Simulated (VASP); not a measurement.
# Be (P6_3/mmc) in VASP: notebook

One crystal, Be, is run at these levels: LDA; tasks: single point.

Program: VASP 6.6.1. These are calculated values, not measurements. Logs are shortened: lines on timing, memory, paths and dates and some standing lists are left out, and cuts for length are marked.

## (1) The structure

It takes space group P6_3/mmc (No. 194, hexagonal). The conventional cell has a = 2.285 Å, b = 2.285 Å, c = 3.584 Å, α = 90.00°, β = 90.00°, γ = 120.00°. Be (site symmetry -6m2) is surrounded by 12 Be at 2.23 to 2.29 Å.

## (2) Single point, LDA

File INCAR:

```
  ADDGRID = F
  ALGO = Normal
  EDIFF = 1E-6
  ENCUT = 520
  GGA = CA
  ISIF = 2
  ISMEAR = 1
  LASPH = T
  LCHARG = F
  LREAL = F
  LWAVE = F
  NELM = 100
  PREC = Accurate
  SIGMA = 0.2
```

File KPOINTS:

```
k-points
0
Gamma
  8 8 5
```

File POSCAR:

```
Be
1.0
    2.2853000000      0.0000000000      0.0000000000
   -1.1426500000      1.9791278553      0.0000000000
    0.0000000000      0.0000000000      3.5842000000
Be
2
Direct
    0.6666666667      0.3333333333      0.7500000000
    0.3333333333      0.6666666667      0.2500000000
```

Potentials or basis: VASP PAW LDA potentials, release 64 (Be).

Started as:

```console
cat potpaw_LDA.64/Be/POTCAR > POTCAR
mpirun -np 1 vasp_std > vasp.out
```

OUTCAR:

```text
EDIFF = 1E-6
   ENCUT = 520
   GGA = CA
   ISIF = 2
   ISMEAR = 1
   LASPH = T
   LREAL = F
   NELM = 100
   PREC = Accurate

 Found     30 irreducible k-points:

 Following reciprocal coordinates:
            Coordinates               Weight
  0.000000  0.000000  0.000000      1.000000
  0.125000 -0.000000  0.000000      6.000000
  0.250000 -0.000000  0.000000      6.000000
  0.375000  0.000000  0.000000      6.000000
  0.500000 -0.000000  0.000000      3.000000
  0.125000  0.125000  0.000000      6.000000
   k-points           NKPTS =     30   k-points in BZ     NKDIM =     30   number of bands    NBANDS=      6
   number of dos      NEDOS =    301   number of ions     NIONS =      2
   total plane-waves  NPLWV =   9072
   dimension x,y,z NGX =    18 NGY =   18 NGZ =   28
   dimension x,y,z NGXF=    36 NGYF=   36 NGZF=   56
   ions per type =               2
   NGX,Y,Z   is equivalent  to a cutoff of  13.09, 13.09, 12.99 a.u.
   NGXF,Y,Z  is equivalent  to a cutoff of  26.19, 26.19, 25.97 a.u.
 SYSTEM =  unknown system
   PREC   = accura    normal or accurate (medium, high low for compatibility)
   ISTART =      0    job   : 0-new  1-cont  2-samecut
   ICHARG =      2    charge: 1-file 2-atom 10-const
   ISPIN  =      1    spin polarized calculation?
   LNONCOLLINEAR =      F non collinear calculations
   LSORBIT =      F    spin-orbit coupling
   LASPH  =      T    aspherical Exc in radial PAW
   ENCUT  =  520.0 eV  38.22 Ry    6.18 a.u.   4.25  4.25  6.66*2*pi/ulx,y,z
   NELM   =    100;   NELMIN=  2; NELMDL= -5     # of ELM steps
   EDIFF  = 0.1E-05   stopping-criterion for ELM
[... 30 lines left out ...]
 non-spin polarized calculation
 Methfessel and Paxton  Order N= 1 SIGMA  =   0.20
  energy-cutoff  :      520.00
  volume of cell :       16.21
 maximum number of plane-waves:       451
 NGX is ok and might be reduce to    18
   NGX =  9   NGY =  9   NGZ = 13

 number of electron       4.0000000 magnetization

 Free energy of the ion-electron system (eV)
  ---------------------------------------------------
  ext. energy  EPLUGINS =         0.00000000
  ---------------------------------------------------
  free energy    TOTEN  =        -8.37625676 eV

  energy without entropy =       -8.37419978  energy(sigma->0) =       -8.37557110

 E-fermi :   7.2408     XC(G=0): -10.5399

 val. band max:        6.2386237064   @ k =   0.2500   0.1250   0.0000
 cond. band min:       7.2715200478   @ k =   0.3750   0.2500   0.4000
 fundamental gap:      1.0328963414
 Fermi energy:         7.2408047721

 k-point     1 :       0.0000    0.0000    0.0000
  band No.  band energies     occupation
      1      -4.4952      2.00000
      2       2.2622      2.00000
      3       7.7788     -0.00095
      4      21.9193      0.00000
      5      21.9193      0.00000
      6      24.7223      0.00000

 k-point     2 :       0.1250   -0.0000    0.0000
  band No.  band energies     occupation
      1      -4.0581      2.00000
      2       2.8369      2.00000
      3       7.8860     -0.00005
      4      19.0518      0.00000
      5      20.0549      0.00000
      6      24.6373      0.00000

 k-point     3 :       0.2500   -0.0000    0.0000
  band No.  band energies     occupation
      1      -2.7459      2.00000
      2       4.5492      2.00000
      3       7.9090     -0.00002
      4      14.4830      0.00000
      5      17.6886      0.00000
      6      22.0388      0.00000

 k-point     4 :       0.3750    0.0000    0.0000
  band No.  band energies     occupation
      1      -0.5842      2.00000
      2       6.1399      2.00000
      3       7.3303      0.32023
      4      12.6445      0.00000
      5      16.1351      0.00000
      6      16.7438      0.00000

 k-point     5 :       0.5000   -0.0000    0.0000
  band No.  band energies     occupation
      1       1.6709      2.00000
      2       3.5016      2.00000
      3      10.0978     -0.00000
      4      13.0063      0.00000
      5      13.2030      0.00000
      6      15.6036      0.00000

 k-point     6 :       0.1250    0.1250    0.0000
  band No.  band energies     occupation
      1      -3.1820      2.00000
      2       3.9810      2.00000
      3       8.0356     -0.00000
      4      15.9901      0.00000
      5      17.2113      0.00000
      6      23.6880      0.00000

 [... further k-points ...]
[... 5 lines left out ...]
  --------------------------------------------------------------------------------------
  -------------------------------------------------------------------------------------
  Total       -0.9162740     -0.9162740     -0.5676309      0.0000000      0.0000000      0.0000000
  in kB      -90.5579641    -90.5579641    -56.1005696      0.0000000      0.0000000      0.0000000
  external PRESSURE =     -79.0721659 kB  Pullay stress =       0.0000000 kB

 VOLUME and BASIS-vectors are now :
 -----------------------------------------------------------------------------
  energy-cutoff  :      520.00
  volume of cell :       16.21
      direct lattice vectors                 reciprocal lattice vectors
     2.285300000  0.000000000  0.000000000     0.437579311  0.252636533  0.000000000
    -1.142650000  1.979127855  0.000000000     0.000000000  0.505273066  0.000000000
     0.000000000  0.000000000  3.584200000     0.000000000  0.000000000  0.279002288

 POSITION                                       TOTAL-FORCE (eV/Angst)
 -----------------------------------------------------------------------------------
      1.14265      0.65971      2.68815         0.000000     -0.000000      0.000000
     -0.00000      1.31942      0.89605        -0.000000      0.000000      0.000000
 -----------------------------------------------------------------------------------
    total drift:                                0.000000     -0.000000      0.000000

  FREE ENERGIE OF THE ION-ELECTRON SYSTEM (eV)
  ---------------------------------------------------
  free  energy   TOTEN  =        -8.3762567621 eV

  energy  without entropy=       -8.3741997752  energy(sigma->0) =       -8.37557110
```

It took 1.2 s on 1 thread of AMD EPYC 9R45 (Zen 5), shared host; peak memory 0.08 GiB.

The run converged, but some of its settings lie outside the range that counts as converged, so its numbers aren't taken as properties of the crystal.

Results:

- Free energy: -8.3763 eV
- Pressure: -7.9 GPa
- Band gap on the k mesh: none (metal or under the smearing width)

Caveat: the k mesh is coarse (spacing up to 0.40 Å⁻¹), so the values aren't converged.

## (3) Single point, LDA

INCAR is that of step 2.

KPOINTS is that of step 2.

File POSCAR:

```
Be
1.0
    2.2853000000      0.0000000000      0.0000000000
   -1.1426500000      1.9791278553      0.0000000000
    0.0000000000      0.0000000000      3.5842000000
Be
2
Direct
    0.6556040000      0.3139550000      0.7387090000
    0.3030700000      0.6820070000      0.2728280000
```

Potentials or basis: VASP PAW LDA potentials, release 64 (Be).

Started as:

```console
cat potpaw_LDA.64/Be/POTCAR > POTCAR
mpirun -np 1 vasp_std > vasp.out
```

OUTCAR:

```text
EDIFF = 1E-6
   ENCUT = 520
   GGA = CA
   ISIF = 2
   ISMEAR = 1
   LASPH = T
   LREAL = F
   NELM = 100
   PREC = Accurate

 Found    162 irreducible k-points:

 Following reciprocal coordinates:
            Coordinates               Weight
  0.000000  0.000000  0.000000      1.000000
  0.125000 -0.000000  0.000000      2.000000
  0.000000  0.125000  0.000000      2.000000
 -0.125000  0.125000  0.000000      2.000000
  0.250000 -0.000000  0.000000      2.000000
  0.000000  0.250000  0.000000      2.000000
   k-points           NKPTS =    162   k-points in BZ     NKDIM =    162   number of bands    NBANDS=      6
   number of dos      NEDOS =    301   number of ions     NIONS =      2
   total plane-waves  NPLWV =   9072
   dimension x,y,z NGX =    18 NGY =   18 NGZ =   28
   dimension x,y,z NGXF=    36 NGYF=   36 NGZF=   56
   ions per type =               2
   NGX,Y,Z   is equivalent  to a cutoff of  13.09, 13.09, 12.99 a.u.
   NGXF,Y,Z  is equivalent  to a cutoff of  26.19, 26.19, 25.97 a.u.
 SYSTEM =  unknown system
   PREC   = accura    normal or accurate (medium, high low for compatibility)
   ISTART =      0    job   : 0-new  1-cont  2-samecut
   ICHARG =      2    charge: 1-file 2-atom 10-const
   ISPIN  =      1    spin polarized calculation?
   LNONCOLLINEAR =      F non collinear calculations
   LSORBIT =      F    spin-orbit coupling
   LASPH  =      T    aspherical Exc in radial PAW
   ENCUT  =  520.0 eV  38.22 Ry    6.18 a.u.   4.25  4.25  6.66*2*pi/ulx,y,z
   NELM   =    100;   NELMIN=  2; NELMDL= -5     # of ELM steps
   EDIFF  = 0.1E-05   stopping-criterion for ELM
[... 30 lines left out ...]
 non-spin polarized calculation
 Methfessel and Paxton  Order N= 1 SIGMA  =   0.20
  energy-cutoff  :      520.00
  volume of cell :       16.21
 maximum number of plane-waves:       451
 NGX is ok and might be reduce to    18
   NGX =  9   NGY =  9   NGZ = 13

 number of electron       4.0000000 magnetization

 Free energy of the ion-electron system (eV)
  ---------------------------------------------------
  ext. energy  EPLUGINS =         0.00000000
  ---------------------------------------------------
  free energy    TOTEN  =        -8.30437787 eV

  energy without entropy =       -8.30427926  energy(sigma->0) =       -8.30434500

 E-fermi :   7.1862     XC(G=0): -10.5323

 val. band max:        7.0606377750   @ k =  -0.3750  -0.3750   0.4000
 cond. band min:       7.2258703150   @ k =   0.2500   0.2500   0.0000
 fundamental gap:      0.1652325400
 Fermi energy:         7.1861571522

 k-point     1 :       0.0000    0.0000    0.0000
  band No.  band energies     occupation
      1      -4.5081      2.00000
      2       2.2987      2.00000
      3       7.6935     -0.00196
      4      21.5188      0.00000
      5      22.2613      0.00000
      6      24.1495      0.00000

 k-point     2 :       0.1250   -0.0000    0.0000
  band No.  band energies     occupation
      1      -4.0730      2.00000
      2       2.8737      2.00000
      3       7.7998     -0.00013
      4      18.9623      0.00000
      5      20.1102      0.00000
      6      24.2686      0.00000

 k-point     3 :       0.0000    0.1250    0.0000
  band No.  band energies     occupation
      1      -4.0732      2.00000
      2       2.8745      2.00000
      3       7.7951     -0.00015
      4      18.9706      0.00000
      5      20.1154      0.00000
      6      24.3802      0.00000

 k-point     4 :      -0.1250    0.1250    0.0000
  band No.  band energies     occupation
      1      -4.0722      2.00000
      2       2.8691      2.00000
      3       7.8262     -0.00006
      4      18.9760      0.00000
      5      19.8599      0.00000
      6      24.4535      0.00000

 k-point     5 :       0.2500   -0.0000    0.0000
  band No.  band energies     occupation
      1      -2.7658      2.00000
      2       4.5880      2.00000
      3       7.8023     -0.00012
      4      14.5204      0.00000
      5      17.6964      0.00000
      6      21.9437      0.00000

 k-point     6 :       0.0000    0.2500    0.0000
  band No.  band energies     occupation
      1      -2.7659      2.00000
      2       4.5925      2.00000
      3       7.7729     -0.00027
      4      14.5867      0.00000
      5      17.6895      0.00000
      6      21.8965      0.00000

 [... further k-points ...]
[... 5 lines left out ...]
  --------------------------------------------------------------------------------------
  -------------------------------------------------------------------------------------
  Total       -0.9497439     -0.7167964     -0.2917107      0.1402424      0.1364574     -0.1511377
  in kB      -93.8658837    -70.8430257    -28.8305987     13.8605545     13.4864751    -14.9373729
  external PRESSURE =     -64.5131694 kB  Pullay stress =       0.0000000 kB

 VOLUME and BASIS-vectors are now :
 -----------------------------------------------------------------------------
  energy-cutoff  :      520.00
  volume of cell :       16.21
      direct lattice vectors                 reciprocal lattice vectors
     2.285300000  0.000000000  0.000000000     0.437579311  0.252636533  0.000000000
    -1.142650000  1.979127855  0.000000000     0.000000000  0.505273066  0.000000000
     0.000000000  0.000000000  3.584200000     0.000000000  0.000000000  0.279002288

 POSITION                                       TOTAL-FORCE (eV/Angst)
 -----------------------------------------------------------------------------------
      1.13951      0.62136      2.64768        -0.234310      0.222239      0.906095
     -0.08669      1.34978      0.97787         0.234310     -0.222239     -0.906095
 -----------------------------------------------------------------------------------
    total drift:                               -0.000000      0.000000      0.000000

  FREE ENERGIE OF THE ION-ELECTRON SYSTEM (eV)
  ---------------------------------------------------
  free  energy   TOTEN  =        -8.3043778734 eV

  energy  without entropy=       -8.3042792642  energy(sigma->0) =       -8.30434500
```

stdout:

```text
POSCAR found type information on POSCAR Be
 POSCAR found :  1 types and       2 ions
 scaLAPACK will be used
 LDA part: xc-table for (Slater(with rela. corr.)+CA(PZ))
 , standard interpolation
 POSCAR, INCAR and KPOINTS ok, starting setup
 FFT: planning ... GRIDC
 FFT: planning ... GRID_SOFT
 FFT: planning ... GRID
 WAVECAR not read
 entering main loop
```

Run time: 4.8 s. Hardware: 1 thread of AMD EPYC 9R45 (Zen 5), shared host; peak memory 0.09 GiB.

These settings aren't checked as converged: the numbers below hold their error.

What came out:

```
Free energy            : -8.3044 eV
Pressure               : -6.5 GPa
Largest force          : 0.962 eV/Å
Band gap on the k mesh : none (metal or under the smearing width)
```

Caveat: the k mesh is coarse (spacing up to 0.40 Å⁻¹), so the values aren't converged.

## (4) The reference run

An earlier run on the cell as given: functional PBE; potentials or basis VASP PAW PBE potentials, release 64 (Be); cutoff 520 eV; k mesh 13 × 13 × 8; occupations fermi-dirac, width 0.05 eV; no spin polarisation.

* Pressure: -2.7 GPa
* Band gap on the k mesh: none (metal or under the smearing width)
